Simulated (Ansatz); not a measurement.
# AlRu (Pm-3m): modes against biaxial strain in the (111) plane, part 3 of 3

Wanted: the shifts of the zone-centre modes of AlRu (Pm-3m) with strain.

Ansatz 0.2.0; DFT PBEsol, scalar-relativistic, plane waves, PAW; PAW set soft_1.

So far, highest optical mode at the zone centre (no LO-TO term) (cm⁻¹): step 4 (modes at rest) 321; step 6 (strain 4 %) 345.

## (8) Zone-centre modes of the member: biaxial strain of -4 % in the (111) plane

The zone-centre modes follow for biaxial strain of -4 % in the (111) plane.

File input.yaml:

```yaml
crystal:
  lattice:
    - [2.9289426627, 0.0719764728, 0.0719764728]
    - [0.0719764728, 2.9289426627, 0.0719764728]
    - [0.0719764728, 0.0719764728, 2.9289426627]
  atoms:
    - { symbol: Al, position: [0.0, 0.0, 0.0] }
    - { symbol: Ru, position: [0.5, 0.5, 0.5] }
kpoints:
  mp_grid: { grid: [16, 16, 16] }
hamiltonian:
  xc: pbesol
  pseudopotentials: { kind: paw, azcp: { folder: soft_1 }, xc_functional: pbe }
scf:
  occupations: { method: methfessel_paxton, width: 0.2 }
output:
  eigenvalues: true
phonons:
  method: dfpt
```

Run with:

```sh
$ ansatz run input.yaml --threads 4 --pin off --max-ram 10240MiB --backend cpu --events-out ev --progress --plain --runs-dir out
```

Numbers of over 12 decimals in the logs are rounded to 6 here.

Output:

```text
[...]
Crystal: 2 atoms, lattice volume = 25.082 Å³
Basis set: ecut = 420 eV, 479 PW (Γ), exchange–correlation on 40×40×40 points (8 copies of the dense FFT grid, shifted against one another)
Bands: 14, of which v1, the nominal top of the filled ones, is band 10 counted from 1 (9 counted from 0)
Symmetry: 12 space group operations
k-points: 1098 of 4096 (irreducible under 2 space group operations, time reversal used)
[...]
k-point 2: bands = [... 6 lower, 13.3461, 16.8408, 17.0302, 17.4578, 22.3597, 24.2047, 24.2124, 27.8622]
  k-point 1097: bands = [... 6 lower, 12.2669, 18.9485, 18.9485, 19.6973, 21.1758, 21.8854, 21.8854, 25.5825]
[...]
ASR residual: 1.148e-4 → 0.000e0 eV/Å²; symmetrization residual: 3.234e-6 eV/Å²
  ASR residual per site (eV/Å²): 1.05e-5 1.15e-4
  Γ frequencies (cm⁻¹): 0.00 0.00 0.00 291.20 384.71 384.71
[...]
[key lines of the parts left out:]
SCF converged after 8 iterations
Free energy (F): -6342.223880 eV
Fermi energy:    17.186183 eV
```

The job ended after 23 s (4 threads of Arm Neoverse V1, shared host; peak memory 1.2 GiB; 87 s of CPU time).

This step gave:

```
sum-rule residual before enforcement                    : 1.15e-4 eV/Å²
highest optical mode at the zone centre (no LO-TO term) : 384.7 cm⁻¹
lowest optical zone-centre mode                         : 291.2 cm⁻¹
```

Patterns of degenerate modes are one choice out of their space. Modes at Γ, with each element's share of the kinetic energy:

```
mode  frequency (cm⁻¹)  symmetry  Al %  Ru %
   1               0.0  acoustic    21    79
   2               0.0  acoustic    21    79
   3               0.0  acoustic    21    79
   4             291.2       A2u    79    21
   5             384.7        Eu    79    21
   6             384.7        Eu    79    21
```

Displacements in mode 4 (291.2 cm⁻¹), the largest set to 1:
```
Al1  1.00  1.00  1.00
Ru2 -0.27 -0.27 -0.27
```

Displacements in mode 6 (384.7 cm⁻¹), the largest set to 1:
```
Al1  0.00  1.00 -1.00
Ru2  0.00 -0.27  0.27
```

The lowest optical mode is real, 291 cm⁻¹, and the highest lies at 384.7 cm⁻¹.

Between step 4 and this run (strain -4 %) the value for the highest optical mode at the zone centre (no LO-TO term) moves from 321 cm⁻¹ to 385 cm⁻¹ (+20 %).

## (9) All members side by side

The members are set side by side, also those not shown above.

Stress is positive in compression; energies are extrapolated to zero smearing, and E0 is that at rest; the edges not held and the atoms are relaxed in each cell; all runs use 16×16×16 k points and Methfessel-Paxton smearing of 0.2 eV. State of the crystal along the series:

```
strain (%)  in-plane stress (GPa)  free strain along [111] (%)  E - E0 (meV/atom)
        -4                  19.84                        3.256              62.78
        -3                  14.56                        2.296              34.76
        -2                  9.462                        1.443              15.19
        -1                    4.6                       0.6819               3.73
         0               -1.99e-4                            0                  0
         1                 -4.322                      -0.6109              3.608
         2                 -8.355                       -1.161              14.13
         3                  -12.1                       -1.654              31.16
         4                 -15.54                       -2.098              54.28
```

Optical modes are counted from below at rest and tracked from member to member by their patterns, and modes that stay within 0.3 cm⁻¹ of each other stand once; labels, where given, are those at rest; the edges not held and the atoms are relaxed in each cell; all runs use 16×16×16 k points and Methfessel-Paxton smearing of 0.2 eV. Optical modes along the series:

```
strain (%)  optical mode 1 T1u, doublet (cm⁻¹)  optical mode 2 T1u, singlet (cm⁻¹)
        -4                               384.7                               291.2
        -3                               369.2                               299.4
        -2                               353.5                               307.2
        -1                               337.5                               314.6
         0                               321.5                               321.5
         1                               305.3                               327.9
         2                                 289                               333.9
         3                               272.7                               339.4
         4                               256.3                               344.5
```

Value and slope at zero strain of a cubic (a lower polynomial where under five rows exist) through the rows within 2 % of rest. Slopes at rest:

```csv
mode,frequency (cm⁻¹),shift per percent of strain (cm⁻¹),shift per GPa of compressive stress (cm⁻¹)
"optical mode 1 T1u, doublet",321.5,-16.13,3.61
"optical mode 2 T1u, singlet",321.5,6.68,-1.5
```

## (10) Outcome

```
members                                                          : 9
highest optical mode at the zone centre (no LO-TO term), at rest : 321.5 cm⁻¹
biaxial modulus in the (111) plane                               : 446 GPa
optical mode 1 T1u, doublet, shift per percent                   : -16.13 cm⁻¹
optical mode 2 T1u, singlet, shift per percent                   : 6.68 cm⁻¹
```

**Reading.** The stress changes by 4.46 GPa for each percent, a biaxial modulus of 446 GPa in the (111) plane. For each percent the free edge responds with -0.64 %. The strain lowers the symmetry: the level at 321.5 cm⁻¹ splits, into 384.7 and 291.2 cm⁻¹ at -4 %. The fastest shift in the table of slopes is -16.1 cm⁻¹ for each percent (optical mode 1 T1u, doublet), or 3.6 cm⁻¹ for each GPa of compressive stress. For small strain, the measured shift of a line that Raman or infrared light can see, divided by its slope, estimates the stress, if the state of stress is of this kind. These are harmonic frequencies at zero temperature: anharmonic shifts, linewidths and thermal expansion are left out. With no gap, or one that is small against the smearing, the frequencies hang on the k mesh and the smearing, most of all near Kohn anomalies. The runs are without spin polarisation, although the cell has an odd electron count. The PAW files were made for PBE; the program adapts parts of them to the functional of the run, but their partial waves stay those of PBE, an approximation that was not tested in this session. Only the zone centre was solved, so an instability at another wavevector cannot show here.

[Logs are printed without paths, hosts, clocks, repeated set-up lines and the standing remarks that a program may print on its own settings, such as how far it seeks lower states.]

[Hosts, paths, dates, database ids (printed as entryN), source tags and the programs' standing remarks are cut or masked in the printed files.]
